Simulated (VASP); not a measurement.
# KCl (Pm-3m) in VASP: further runs, part 2 of 2

VASP 6.6.1. Earlier steps stand in the parts before.

**3. Band structure, PBE0**

The input, POSCAR:

```
KCl
1.0
    3.8391960000      0.0000000000      0.0000000000
    0.0000000000      3.8391960000      0.0000000000
    0.0000000000      0.0000000000      3.8391960000
K Cl
1 1
Direct
    0.0000000000      0.0000000000      0.0000000000
    0.5000000000      0.5000000000      0.5000000000
```

The input, INCAR.step1:

```
  ALGO = Normal
  EDIFF = 1E-5
  ENCUT = 520
  GGA = PE
  ISIF = 2
  ISMEAR = 0
  KPAR = 4
  LASPH = T
  LCHARG = F
  LREAL = F
  LWAVE = T
  NELM = 100
  PREC = Accurate
  SIGMA = 0.02
```

The input, INCAR.step2:

```
  AEXX = 0.25
  ALGO = Normal
  EDIFF = 1E-7
  ENCUT = 520
  GGA = PE
  HFRCUT = -1
  ISIF = 2
  ISMEAR = 0
  ISTART = 1
  KPAR = 4
  LASPH = T
  LCHARG = F
  LHFCALC = T
  LREAL = F
  LWAVE = F
  NELM = 100
  PREC = Accurate
  PRECFOCK = Fast
  SIGMA = 0.02
```

The input, KPOINTS:

```
k-points
0
Gamma
  6 6 6
```

The input, KPOINTS_OPT:

```
path GXMGRX,MR
10
line-mode
reciprocal
 0.0000000000  0.0000000000  0.0000000000  G
 0.0000000000  0.5000000000  0.0000000000  X

 0.0000000000  0.5000000000  0.0000000000  X
 0.5000000000  0.5000000000  0.0000000000  M

 0.5000000000  0.5000000000  0.0000000000  M
 0.0000000000  0.0000000000  0.0000000000  G

 0.0000000000  0.0000000000  0.0000000000  G
 0.5000000000  0.5000000000  0.5000000000  R

 0.5000000000  0.5000000000  0.5000000000  R
 0.0000000000  0.5000000000  0.0000000000  X

 0.5000000000  0.5000000000  0.0000000000  M
 0.5000000000  0.5000000000  0.5000000000  R
```

Potentials or basis: VASP PAW PBE potentials, release 64 (K_sv, Cl).

On the command line:

```sh
$ cat potpaw_PBE.64/K_sv/POTCAR potpaw_PBE.64/Cl/POTCAR > POTCAR
$ cp INCAR.step1 INCAR
$ mpirun -np 4 vasp_std > vasp.out
$ cp INCAR.step2 INCAR
$ mpirun -np 4 vasp_std > vasp.out
```

Run time: 6.3 min. Hardware: 4 MPI ranks of AMD EPYC 9R45 (Zen 5), shared host; peak memory 0.23 GiB.

Results (log left out):

- Free energy: -8.2272 eV
- Pressure: -0.5 GPa
- Band gap on the k mesh: 6.84 eV, indirect (least direct gap 7.06 eV)
- Band gap along the path: 6.84 eV, indirect (least direct gap 7.06 eV)

Levels at the corners of the path, in eV from the valence-band top:
```tsv
point	band 5	band 6	band 7	band 8	band 9	band 10	band 11	band 12
Γ	-12.23	-0.22	-0.22	-0.22	6.84	8.75	8.75	13.28
X	-12.12	-1.89	-0.22	-0.22	9.82	10.27	10.52	12.29
X	-12.12	-1.89	-0.22	-0.22	9.82	10.27	10.52	12.29
M	-12.17	-1.30	-1.30	0.00	8.30	9.53	11.36	11.36
M	-12.17	-1.30	-1.30	0.00	8.30	9.53	11.36	11.36
Γ	-12.23	-0.22	-0.22	-0.22	6.84	8.75	8.75	13.28
Γ	-12.23	-0.22	-0.22	-0.22	6.84	8.75	8.75	13.28
R	-12.40	-1.41	-1.41	-1.41	10.93	10.93	10.93	12.43
R	-12.40	-1.41	-1.41	-1.41	10.93	10.93	10.93	12.43
X	-12.12	-1.89	-0.22	-0.22	9.82	10.27	10.52	12.29
M	-12.17	-1.30	-1.30	0.00	8.30	9.53	11.36	11.36
R	-12.40	-1.41	-1.41	-1.41	10.93	10.93	10.93	12.43
```

Caveat: the PAW data sets were made with another functional, which shifts forces and pressure a little.

**4. Band structure, LDA**

The input, INCAR:

```
SYSTEM = KCl
PREC = Accurate
ENCUT = 520
EDIFF = 1E-7
ISMEAR = 0
SIGMA = 0.02
LREAL = .FALSE.
LASPH = .TRUE.
NELM = 60
ALGO = Normal
ISIF = 2
LWAVE = .FALSE.
LCHARG = .FALSE.
GGA = CA
NBANDS = 15
```

The input, KPOINTS:

```
Automatic mesh
0
G
  8 8 8
  0 0 0
```

POSCAR is that of step 3.

Changes to KPOINTS_OPT since step 3:

```diff
@@ -1,3 +1,3 @@
 path GXMGRX,MR
-10
+15
 line-mode
```

Potentials or basis: VASP PAW LDA potentials, release 64 (K_sv, Cl).

On the command line:

```sh
$ cat potpaw_LDA.64/K_sv/POTCAR potpaw_LDA.64/Cl/POTCAR > POTCAR
$ mpirun -np 1 vasp_std > vasp.out
```

Wall time 26 s (1 thread of Intel Xeon 6975P-C (Granite Rapids), shared host); peak memory 0.17 GiB.

It converged, with:

- Free energy: -7.2555 eV
- Pressure: -3.1 GPa
- Band gap on the k mesh: 4.37 eV, indirect (least direct gap 4.58 eV)
- Band gap along the path: 4.37 eV, indirect (least direct gap 4.58 eV)

Levels at the corners of the path, in eV from the valence-band top:
| point | band 4 | band 5 | band 6 | band 7 | band 8 | band 9 | band 10 | band 11 | band 12 | band 13 |
| --- | --- | --- | --- | --- | --- | --- | --- | --- | --- | --- |
| Γ | -11.30 | -11.30 | -0.21 | -0.21 | -0.21 | 4.37 | 6.24 | 6.24 | 10.48 | 10.48 |
| X | -11.26 | -11.15 | -1.85 | -0.22 | -0.22 | 7.31 | 7.60 | 7.91 | 9.86 | 10.29 |
| X | -11.26 | -11.15 | -1.85 | -0.22 | -0.22 | 7.31 | 7.60 | 7.91 | 9.86 | 10.29 |
| M | -11.53 | -11.24 | -1.24 | -1.24 | 0.00 | 5.81 | 6.97 | 8.71 | 8.71 | 10.91 |
| M | -11.53 | -11.24 | -1.24 | -1.24 | 0.00 | 5.81 | 6.97 | 8.71 | 8.71 | 10.91 |
| Γ | -11.30 | -11.30 | -0.21 | -0.21 | -0.21 | 4.37 | 6.24 | 6.24 | 10.48 | 10.48 |
| Γ | -11.30 | -11.30 | -0.21 | -0.21 | -0.21 | 4.37 | 6.24 | 6.24 | 10.48 | 10.48 |
| R | -11.48 | -11.48 | -1.37 | -1.37 | -1.37 | 8.44 | 8.44 | 8.44 | 9.66 | 9.66 |
| R | -11.48 | -11.48 | -1.37 | -1.37 | -1.37 | 8.44 | 8.44 | 8.44 | 9.66 | 9.66 |
| X | -11.26 | -11.15 | -1.85 | -0.22 | -0.22 | 7.31 | 7.60 | 7.91 | 9.86 | 10.29 |
| M | -11.53 | -11.24 | -1.24 | -1.24 | 0.00 | 5.81 | 6.97 | 8.71 | 8.71 | 10.91 |
| R | -11.48 | -11.48 | -1.37 | -1.37 | -1.37 | 8.44 | 8.44 | 8.44 | 9.66 | 9.66 |

LDA gaps usually lie below the measured ones, often by a third to a half.

**5. Band structure, PBEsol**

Changes to INCAR since step 4:

```diff
@@ -13,3 +13,3 @@
 LCHARG = .FALSE.
-GGA = CA
+GGA = PS
 NBANDS = 15
```

KPOINTS is that of step 4.

POSCAR is that of step 4.

KPOINTS_OPT is that of step 4.

Potentials or basis: VASP PAW PBE potentials, release 64 (K_sv, Cl).

On the command line:

```sh
$ cat potpaw_PBE.64/K_sv/POTCAR potpaw_PBE.64/Cl/POTCAR > POTCAR
$ mpirun -np 1 vasp_std > vasp.out
```

It took 29 s on 1 thread of Intel Xeon 6975P-C (Granite Rapids), shared host; peak memory 0.19 GiB.

The run converged. Its results:

| Item | Value |
| --- | --- |
| Free energy | -6.8963 eV |
| Pressure | -1.4 GPa |
| Band gap on the k mesh | 4.62 eV, indirect (least direct gap 4.83 eV) |
| Band gap along the path | 4.62 eV, indirect (least direct gap 4.83 eV) |

Levels at the corners of the path, in eV from the valence-band top:
```tsv
point	band 4	band 5	band 6	band 7	band 8	band 9	band 10	band 11	band 12	band 13
Γ	-11.34	-11.34	-0.21	-0.21	-0.21	4.62	6.45	6.45	10.63	10.63
X	-11.31	-11.20	-1.80	-0.22	-0.22	7.52	7.82	8.13	9.99	10.45
X	-11.31	-11.20	-1.80	-0.22	-0.22	7.52	7.82	8.13	9.99	10.45
M	-11.57	-11.29	-1.22	-1.22	0.00	6.05	7.15	8.87	8.87	11.16
M	-11.57	-11.29	-1.22	-1.22	0.00	6.05	7.15	8.87	8.87	11.16
Γ	-11.34	-11.34	-0.21	-0.21	-0.21	4.62	6.45	6.45	10.63	10.63
Γ	-11.34	-11.34	-0.21	-0.21	-0.21	4.62	6.45	6.45	10.63	10.63
R	-11.51	-11.51	-1.34	-1.34	-1.34	8.65	8.65	8.65	9.83	9.83
R	-11.51	-11.51	-1.34	-1.34	-1.34	8.65	8.65	8.65	9.83	9.83
X	-11.31	-11.20	-1.80	-0.22	-0.22	7.52	7.82	8.13	9.99	10.45
M	-11.57	-11.29	-1.22	-1.22	0.00	6.05	7.15	8.87	8.87	11.16
R	-11.51	-11.51	-1.34	-1.34	-1.34	8.65	8.65	8.65	9.83	9.83
```

Caveat: the PAW data sets were made with another functional, which shifts forces and pressure a little. PBEsol gaps usually lie below the measured ones, often by a third to a half.

**6. Overview**

| level | potentials or basis | k mesh | grid for exact exchange (PRECFOCK) | exchange at q = 0 | gap on the mesh (eV) | pressure (GPa) |
| --- | --- | --- | --- | --- | --- | --- |
| HSE03 | VASP PAW PBE potentials, release 64 (K_sv, Cl) | 6 × 6 × 6 | Fast | - | 5.87 | -0.4 |
| PBE0 | VASP PAW PBE potentials, release 64 (K_sv, Cl) | 6 × 6 × 6 | Fast | truncated | 6.84 | -0.5 |
| LDA | VASP PAW LDA potentials, release 64 (K_sv, Cl) | 8 × 8 × 8 | - | - | 4.37 | -3.1 |
| PBEsol | VASP PAW PBE potentials, release 64 (K_sv, Cl) | 8 × 8 × 8 | - | - | 4.62 | -1.4 |

Alike in all rows: task band structure; no spin polarisation; cell as given; cutoff (eV) 520; smearing gaussian 0.02 eV.

Caveats: the PAW data sets were made with another functional, which shifts forces and pressure a little (some runs).

Total energies depend on the potentials used, so only differences within one code and one set of settings carry meaning.
